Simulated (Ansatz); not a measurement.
Crystal: ZrN.

```
CELL_PARAMETERS angstrom
0.00000 2.30000 2.30000
2.30000 0.00000 2.30000
2.30000 2.30000 0.00000
ATOMIC_POSITIONS crystal
Zr 0.50000 0.50000 0.50000
N 0.00000 0.00000 0.00000
```

Base run:

```yaml
Program: Ansatz 0.2.0
Functional: LDA
Potentials_or_basis: all-electron LAPW, scalar-relativistic
Cutoff: 280 eV (chosen from the basis error)
Basis_error_allowed: 0.001 eV/atom
k_mesh: 10 × 10 × 10
Occupations: fermi-dirac, width 0.05 eV
Spin: no spin polarisation
```

Its results: pressure -12.6 GPa.

**Question.** After a change of settings the same cell gave: pressure -7.8 GPa. Which change was it?
A. functional from LDA to revPBE
B. functional from LDA to RPBE
C. functional from LDA to PBEsol
D. functional from LDA to BLYP

**Answer.** C.

PBEsol binds less tightly than LDA, so the same cell stands under more pressure.

Runs at the PBE level aren't shown here.
